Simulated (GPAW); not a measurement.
# Sb in GPAW: further runs

One slab, Sb, is run at these levels: RPBE, r2SCAN, vdW-DF-cx, BEEF-vdW; tasks: single point.

Program: GPAW 26.7.0. These are calculated values, not measurements. Logs are shortened: lines on timing, memory, paths and dates and some standing lists are left out, and cuts for length are marked. The log counts tension as positive stress, the text compression.

### Step 1. The cell of the first run

The cell holds a slab with vacuum, 8 atoms: a = 3.160 Å, b = 7.066 Å, c = 24.892 Å, α = 90.00°, β = 90.00°, γ = 90.00°.

The slab is cut from a database's or a generator's crystal, which needn't be the stable form of the element.

### Step 2. Single point, RPBE (the (2 1 0) slab of Sb, cut from the database cell, not relaxed)

Contents of run.py:

```python
import numpy as np
from ase.dft.bandgap import bandgap
from ase.io import read, write
from gpaw import GPAW, PW

atoms = read('POSCAR')
atoms.pbc = (True, True, False)

calc = GPAW(mode=PW(450),
            xc='RPBE',
            kpts={'size': (8, 4, 1), 'gamma': True},
            occupations={'name': 'fermi-dirac', 'width': 0.05},
            nbands=87,
            convergence={'density': 1e-05, 'energy': 1e-05},
            maxiter=150,
            poissonsolver={'dipolelayer': 'xy'},
            txt='gpaw.txt')
atoms.calc = calc
energy = atoms.get_potential_energy()
forces = atoms.get_forces()
calc.write('gs.gpw')
write('result.traj', atoms)
print(f'Energy: {energy:.6f} eV')
print('Forces (eV/A):')
print(forces.round(4))
print('Fermi level:', round(calc.get_fermi_level(), 4), 'eV')
print(f'Gap: {bandgap(calc)[0]:.4f} eV, direct: {bandgap(calc, direct=True)[0]:.4f} eV')

v = calc.get_electrostatic_potential().mean(axis=(0, 1))
z = np.arange(len(v)) * atoms.cell[2, 2] / len(v)
ef = calc.get_fermi_level()
np.savetxt('planar.dat', np.c_[z, v], fmt='%.4f')
below, above = np.interp([1.5, atoms.cell[2, 2] - 1.5], z, v) - ef
print(f'Work functions: bottom {below:.4f} eV, top {above:.4f} eV')
print('Dipole moment:', *calc.get_dipole_moment().round(5), 'e A')
```

Contents of POSCAR:

```
Sb
1.0
    3.1600000000      0.0000000000      0.0000000000
    0.0000000000      7.0659748089      0.0000000000
    0.0000000000      0.0000000000     24.8923647325
Sb
8
Direct
    0.0000000000      0.4000000000      0.3012972082
    0.0000000000      0.8000000000      0.3580694344
    0.0000000000      0.2000000000      0.4148416607
    0.0000000000      0.6000000000      0.4716138869
    0.0000000000      0.0000000000      0.5283861131
    0.0000000000      0.4000000000      0.5851583393
    0.0000000000      0.8000000000      0.6419305656
    0.0000000000      0.2000000000      0.6987027918
```

Potentials or basis: the program's PAW data sets (release 1.2.1) made for this functional, pw.

The run is started by

```sh
$ OMP_NUM_THREADS=1 python run.py
```

gpaw.txt:

```text
__  _  _
 | _ |_)|_||  |
 |__||  | ||/\| - 26.7.0

Input parameters:
  mode=PW(ecut=450.00000000000006),
  convergence={'density': 1e-05, 'energy': 1e-05},
  kpts=MonkhorstPack(size=(8, 4, 1), gamma=True),
  maxiter=150,
  nbands=87,
  occupations=Occupations(name='fermi-dirac', width=0.05),
  poissonsolver=PoissonSolver(dipolelayer='xy'),
  xc=XC(name='RPBE')

Diagonalizing LCAO Hamiltonian
Converting LCAO to pw mode
     .-------.
    /|       |
   / |       |
  /  |       |
 *   |       |
 |   |       |
 |   |       |
 |   |       |
 |   |       |
 |   |       |
 |   |       |
 |   |       |
 |  Sb       |
 |Sb |       |
 |   |       |
 | Sb|       |
 |   |       |
 |   |       |
 | Sb|       |
 Sb  |       |
 |   |       |
 |SbSb       |
 |   |       |
 |   |       |
 | Sb|       |
 |   |       |
 |   |       |
 |   |       |
 |   |       |
 |   |       |
 |   |       |
 |   .-------.
 |  /       /
 | /       /
 |/       /
 *-------*

Atoms  # Å, Bohr magnetons
|   | symbol |        x |        y |         z |    initial magnetic moments |
|---|--------|----------|----------|-----------|-----------------------------|
| 0 |     Sb | 0.000000 | 2.826390 |  7.500000 | ( 0.0000,  0.0000,  0.0000) |
| 1 |     Sb | 0.000000 | 5.652780 |  8.913195 | ( 0.0000,  0.0000,  0.0000) |
| 2 |     Sb | 0.000000 | 1.413195 | 10.326390 | ( 0.0000,  0.0000,  0.0000) |
| 3 |     Sb | 0.000000 | 4.239585 | 11.739585 | ( 0.0000,  0.0000,  0.0000) |
| 4 |     Sb | 0.000000 | 0.000000 | 13.152780 | ( 0.0000,  0.0000,  0.0000) |
| 5 |     Sb | 0.000000 | 2.826390 | 14.565975 | ( 0.0000,  0.0000,  0.0000) |
| 6 |     Sb | 0.000000 | 5.652780 | 15.979170 | ( 0.0000,  0.0000,  0.0000) |
| 7 |     Sb | 0.000000 | 1.413195 | 17.392365 | ( 0.0000,  0.0000,  0.0000) |

Unit cell  # Å
| periodic |        x |        y |         z |   lengths |    angles |
|----------|----------|----------|-----------|-----------|-----------|
|      yes | 3.160000 | 0.000000 |  0.000000 |  3.160000 | 90.000000 |
|      yes | 0.000000 | 7.065975 |  0.000000 |  7.065975 | 90.000000 |
|       no | 0.000000 | 0.000000 | 24.892365 | 24.892365 | 90.000000 |

Number of symmetries: 2
Symmetry operations  # r_c * U_cc + t_c -> r_c
|   | kind |            matrix            |
|---|------|------------------------------|
| 0 |  E   |  1, 0, 0,  0, 1, 0,  0, 0, 1 |
| 1 |  σ   | -1, 0, 0,  0, 1, 0,  0, 0, 1 |

BZ-sampling:
  Number of BZ points: 32
  Number of IBZ points: 15

  Monkhorst-Pack size: [8, 4, 1]
  Monkhorst-Pack shift: [0.0625, 0.125, 0.0]

K-points  # in reciprocal-cell coordinates
|     |                                coordinates |     weight |
|-----|--------------------------------------------|------------|
|   0 | (  0.00000000,   0.00000000,   0.00000000) | 0.03125000 |
|   1 | (  0.00000000,   0.25000000,   0.00000000) | 0.06250000 |
|   2 | (  0.00000000,   0.50000000,   0.00000000) | 0.03125000 |
|   3 | (  0.12500000,   0.00000000,   0.00000000) | 0.06250000 |
|   4 | (  0.12500000,   0.25000000,   0.00000000) | 0.12500000 |
|   5 | (  0.12500000,   0.50000000,   0.00000000) | 0.06250000 |
|   6 | (  0.25000000,   0.00000000,   0.00000000) | 0.06250000 |
|   7 | (  0.25000000,   0.25000000,   0.00000000) | 0.12500000 |
|   8 | (  0.25000000,   0.50000000,   0.00000000) | 0.06250000 |
|   9 | (  0.37500000,   0.00000000,   0.00000000) | 0.06250000 |
| ... |                                            |            |
|  14 | (  0.50000000,   0.50000000,   0.00000000) | 0.03125000 |

Plane wave coefficients: 12133
Cutoff: 450.00000000000006 eV

Spin-components: 1 (collinear spins)
Bands:           87
Projectors:      48
Spin-degeneracy: 2
Datatype:        complex128

Parallelization:
  kpt:    1
  domain: 1
  band:   1

Density:
  Valence electrons: 120.0
  Components: 1
  Grid points: [ 16  35 125]
  Charge: 0.0  # |e|

Potential:
  Grid points: [ 16  35 125]

species:
  Sb:
    name:    Antimony
    Z:       51.0
    valence: 15
    core:    36
    charge:  0.0  # [|e|]
    compensation charges:
      type: gauss
      rc: 0.36  # [Å]
      lmax: 2
    cutoffs:
      filter: 2.23  # [Å]
      core: 2.23  # [Å]
    projectors
    | kind |    occ | energy [eV] | rcut [Å] |
    |------|--------|-------------|----------|
    |   5s |  2.000 |     -12.749 |    1.154 |
    |   5p |  3.000 |      -4.786 |    1.233 |
    |   4d | 10.000 |     -33.516 |    1.196 |
    |    s |        |      14.463 |    1.154 |
    |    p |        |      22.425 |    1.233 |
    |    d |        |      -6.304 |    1.196 |

    Using partial waves for Sb as LCAO basis

Reference energy: -1410324.942157  # eV

eigensolver:
  PPCG
  Converge bands: occupied
  niter=2

density mixing:
  MSR1-Mixer
  Pratt-step length: 0.05
  Maximum mixing coefficient: 0.75
  Old densities: 10
  SVD Regularization: 0.005
  Good broyden scale: 1.0
  Trust region scale: 1.0
  Backstep threshold: 4.0
  History deletion threshold: 6.0
  Fourier metric: weight=20.0, sigma=0.015

occupation numbers:
  Fermi-Dirac:
    width: 0.0500  # eV

<gpaw.new.pw.poisson.DipoleLayerPWPoissonSolver object>
xc functional:
  name: RPBE with 2 nearest neighbor stencil

convergence criteria:
- Maximum integral of absolute [dens]ity change: 1e-05 electrons / valence electron
- Maximum [total energy] change in last 3 cyles: 1e-05 eV / valence electron
- Maximum integral of absolute [eigenst]ate change: 4e-08 eV^2 / valence electron
maximum number of iterations: 150

SCF iterations
|iter     | |      energy | eigst |  dens |
|---------|-|-------------|-------|-------|
|iter:   1| |  -30.340630 | +0.58 |       |
|iter:   2| |  -30.592999 | -0.84 | -1.73 |
|iter:   3| |  -32.668122 | -0.96 | -1.76 |
|iter:   4| |  -31.897564 | -0.87 | -1.42 |
|iter:   5| |  -52.879934 | -0.65 | -1.55 |
|iter:   6| |  -30.627758 | -1.04 | -0.94 |
|iter:   7| |  -30.648178 | -2.43 | -2.21 |
|iter:   8| |  -30.652553 | -3.33 | -2.57 |
|iter:   9| |  -30.642622 | -3.67 | -2.57 |
|iter:  10| |  -30.641061 | -4.27 | -2.91 |
|iter:  11| |  -30.641101 | -5.21 | -3.46 |
|iter:  12| |  -30.641104c| -5.60 | -3.72 |
|iter:  13| |  -30.641117c| -6.08 | -3.94 |
|iter:  14| |  -30.641120c| -6.75 | -4.36 |
|iter:  15| |  -30.641114c| -7.13 | -4.09 |
|iter:  16| |  -30.641112c| -7.63c| -4.51 |
|iter:  17| |  -30.641113c| -7.44c| -4.94 |
|iter:  18| |  -30.641112c| -7.79c| -5.08c|

Converged in 18 steps
Energy contributions relative to reference atoms: (reference = -1410324.942157)

Energy contributions:
  Kinetic:         -18.138633
  Coulomb:           7.310591
  Zero:              1.561042
  External:          0.000000
  Xc:              -21.360557
  Entropy:          -0.027110
  Spinorbit:         0.000000
  ----------------------------
  Free energy:     -30.654667
  Extrapolated:    -30.641112

dipole moment: (-91.115602, -25.481505, -0.000071)  # |e|*Ang

Fermi level: 0.412
Eigenvalues  # (at kpt = [0.000, 0.000, 0.000])
| band index |      eig [eV] | occ [0-2] |
|------------|---------------|-----------|
|          0 |       -28.736 |     2.000 |
|        ... |               |           |
|         49 |        -3.382 |     2.000 |
|         50 |        -3.376 |     2.000 |
|         51 |        -3.147 |     2.000 |
|         52 |        -1.944 |     2.000 |
|         53 |        -1.920 |     2.000 |
|         54 |        -1.409 |     2.000 |
[... 8 lines left out ...]
|         63 |         3.609 |     0.000 |
|         64 |         3.828 |     0.000 |
|        ... |               |           |
|         86 |         7.949 |     0.000 |

No gap
No difference between direct/indirect transitions
vacuum-level: 4.768  # V
Workfunctions: 4.356, 4.356 eV (top, bottom)

Forces  # eV/Ang
|       x |        y |        z |
|---------|----------|----------|
| 0.00000 |  0.32810 |  0.75522 |  # Sb   0
| 0.00000 | -0.76818 |  0.06033 |  # Sb   1
| 0.00000 |  0.31085 | -0.46937 |  # Sb   2
| 0.00000 |  0.25608 | -0.34308 |  # Sb   3
| 0.00000 | -0.25618 |  0.34331 |  # Sb   4
| 0.00000 | -0.31060 |  0.46990 |  # Sb   5
| 0.00000 |  0.76812 | -0.05926 |  # Sb   6
| 0.00000 | -0.32838 | -0.75463 |  # Sb   7

# Writing to gs.gpw (mode='')
```

Wall time 7.4 min (1 thread of Arm Neoverse V2, shared host); peak memory 0.58 GiB.

What came out:

| Item | Value |
| --- | --- |
| Free energy | -30.6547 eV |
| Largest force | 0.823 eV/Å |
| Band gap on the k mesh | none (metal or under the smearing width) |
| Dipole across the slab | 0.00 e·Å |
| Work function of the upper face | 4.36 eV |
| Work function of the lower face | 4.36 eV |

Forces in eV/Å, atoms in the order of the input:
```
Sb   0.000  0.328  0.755
Sb   0.000 -0.768  0.060
Sb   0.000  0.311 -0.469
Sb   0.000  0.256 -0.343
Sb   0.000 -0.256  0.343
Sb   0.000 -0.311  0.470
Sb   0.000  0.768 -0.059
Sb   0.000 -0.328 -0.755
```

The run has no spin-orbit coupling, so splittings on Sb are missing.

### Step 3. Single point, r2SCAN (the (2 1 0) slab of Sb, cut from the database cell, not relaxed)

run.py: that of step 2 with these lines changed.

```diff
@@ -9,3 +9,3 @@
 calc = GPAW(mode=PW(450),
-            xc='RPBE',
+            xc='MGGA_X_R2SCAN+MGGA_C_R2SCAN',
             kpts={'size': (8, 4, 1), 'gamma': True},
```

POSCAR is that of step 2.

Potentials or basis: GPAW PAW data sets (gpaw-data 1.2.1), pw.

The run is started by

```sh
$ OMP_NUM_THREADS=1 python run.py
```

Run time: 19 min. Hardware: 1 thread of Arm Neoverse V2, shared host; peak memory 0.68 GiB.

It converged, with:

| Item | Value |
| --- | --- |
| Free energy | -152.1652 eV |
| Largest force | 1.059 eV/Å |
| Band gap on the k mesh | none (metal or under the smearing width) |
| Dipole across the slab | 0.00 e·Å |
| Work function of the upper face | 4.58 eV |
| Work function of the lower face | 4.58 eV |

Forces in eV/Å, atoms in the order of the input:
```
Sb   0.000  0.384  0.987
Sb   0.000 -0.855  0.177
Sb   0.000  0.338 -0.488
Sb   0.000  0.271 -0.361
Sb   0.000 -0.271  0.362
Sb   0.000 -0.337  0.489
Sb   0.000  0.854 -0.174
Sb   0.000 -0.384 -0.984
```

Levels at points of the mesh, in eV from the Fermi level:
| k point | band 58 | band 59 | band 60 | band 61 | band 62 | band 63 |
| --- | --- | --- | --- | --- | --- | --- |
| (0.00, 0.00, 0.00) | 0.55 | 0.60 | 1.51 | 1.86 | 2.23 | 2.99 |
| (0.00, 0.50, 0.00) | -0.35 | 0.59 | 0.64 | 2.06 | 2.60 | 2.70 |
| (0.50, 0.00, 0.00) | -2.05 | -2.02 | -1.70 | -0.43 | -0.39 | 0.17 |
| (0.50, 0.50, 0.00) | -1.60 | -1.39 | -1.04 | -0.98 | -0.53 | -0.10 |

Caveat: the PAW data sets were made with another functional, which shifts forces and pressure a little.

### Step 4. Single point, vdW-DF-cx (the (2 1 0) slab of Sb, cut from the database cell, not relaxed)

run.py: that of step 3 with these lines changed.

```diff
@@ -9,3 +9,3 @@
 calc = GPAW(mode=PW(450),
-            xc='MGGA_X_R2SCAN+MGGA_C_R2SCAN',
+            xc={'name': 'vdW-DF-cx', 'backend': 'libvdwxc'},
             kpts={'size': (8, 4, 1), 'gamma': True},
```

POSCAR is that of step 3.

The run is started by

```sh
$ OMP_NUM_THREADS=1 python run.py
```

It took 7.5 min on 1 thread of Arm Neoverse V2, shared host; peak memory 0.69 GiB.

Results (log left out):

| Item | Value |
| --- | --- |
| Free energy | 386.0189 eV |
| Largest force | 0.994 eV/Å |
| Band gap on the k mesh | none (metal or under the smearing width) |
| Dipole across the slab | 0.00 e·Å |
| Work function of the upper face | 4.58 eV |
| Work function of the lower face | 4.58 eV |

Forces in eV/Å, atoms in the order of the input:
```
Sb   0.000  0.322  0.941
Sb   0.000 -0.757  0.167
Sb   0.000  0.305 -0.422
Sb   0.000  0.247 -0.320
Sb   0.000 -0.247  0.320
Sb   0.000 -0.305  0.422
Sb   0.000  0.757 -0.167
Sb   0.000 -0.322 -0.940
```

Levels at points of the mesh, in eV from the Fermi level:
```
           k point  band 56  band 57  band 58  band 59  band 60  band 61  band 62  band 63  band 64  band 65
(0.00, 0.00, 0.00)    -0.85    -0.43     0.52     0.55     1.38     1.70     2.08     2.30     2.80     3.18
(0.00, 0.50, 0.00)    -1.32    -0.94    -0.36     0.53     0.58     1.90     2.40     2.50     3.00     3.02
(0.50, 0.00, 0.00)    -2.54    -2.48    -1.87    -1.85    -1.57    -0.36    -0.32     0.19     1.16     1.68
(0.50, 0.50, 0.00)    -2.38    -1.70    -1.42    -1.26    -0.94    -0.86    -0.47    -0.07     0.67     1.13
```

Caveat: the PAW data sets were made with another functional, which shifts forces and pressure a little. Spin-orbit coupling is left out, which matters for the levels of Sb.

### Step 5. Single point, BEEF-vdW (the (2 1 0) slab of Sb, cut from the database cell, not relaxed)

run.py: that of step 4 with these lines changed.

```diff
@@ -9,3 +9,3 @@
 calc = GPAW(mode=PW(450),
-            xc={'name': 'vdW-DF-cx', 'backend': 'libvdwxc'},
+            xc={'name': 'BEEF-vdW', 'backend': 'libvdwxc'},
             kpts={'size': (8, 4, 1), 'gamma': True},
```

POSCAR is that of step 4.

The run is started by

```sh
$ OMP_NUM_THREADS=1 python run.py
```

Wall time 8.2 min (1 thread of Arm Neoverse V2, shared host); peak memory 0.69 GiB.

It converged, with:

```yaml
Free_energy: -1345.7298 eV
Largest_force: 0.747 eV/Å
Band_gap_on_the_k_mesh: none (metal or under the smearing width)
Dipole_across_the_slab: 0.00 e·Å
Work_function_of_the_upper_face: 4.65 eV
Work_function_of_the_lower_face: 4.65 eV
```

Forces in eV/Å, atoms in the order of the input:
```
Sb   0.000  0.274  0.695
Sb   0.000 -0.717  0.024
Sb   0.000  0.312 -0.446
Sb   0.000  0.256 -0.337
Sb   0.000 -0.256  0.338
Sb   0.000 -0.312  0.446
Sb   0.000  0.717 -0.025
Sb   0.000 -0.274 -0.695
```

Levels at points of the mesh, in eV from the Fermi level:
```csv
k point,band 56,band 57,band 58,band 59,band 60,band 61,band 62,band 63,band 64,band 65
"(0.00, 0.00, 0.00)",-0.86,-0.43,0.51,0.55,1.37,1.70,2.08,2.80,3.12,3.39
"(0.00, 0.50, 0.00)",-1.32,-0.93,-0.35,0.53,0.59,1.87,2.40,2.50,3.17,3.77
"(0.50, 0.00, 0.00)",-2.55,-2.50,-1.89,-1.87,-1.59,-0.38,-0.34,0.17,1.14,1.67
"(0.50, 0.50, 0.00)",-2.39,-1.73,-1.46,-1.28,-0.96,-0.88,-0.49,-0.08,0.65,1.12
```

Caveat: the PAW data sets were made with another functional, which shifts forces and pressure a little.

### Step 6. The runs side by side

| level | potentials or basis | gap on the mesh (eV) | largest force (eV/Å) | work function (eV) |
| --- | --- | --- | --- | --- |
| RPBE | the program's PAW data sets (release 1.2.1) made for this functional, pw | none | 0.82 | 4.36 |
| r2SCAN | GPAW PAW data sets (gpaw-data 1.2.1), pw | none | 1.06 | 4.58 |
| vdW-DF-cx | GPAW PAW data sets (gpaw-data 1.2.1), pw | none | 0.99 | 4.58 |
| BEEF-vdW | GPAW PAW data sets (gpaw-data 1.2.1), pw | none | 0.75 | 4.65 |

Alike in all rows: task single point; no spin polarisation; cell the (2 1 0) slab of Sb, cut from the database cell, not relaxed; k mesh 8 × 4 × 1; cutoff (eV) 450; smearing fermi-dirac 0.05 eV.

Caveats: the PAW data sets were made with another functional, which shifts forces and pressure a little (some runs).

Total energies depend on the potentials used, so only differences within one code and one set of settings carry meaning.
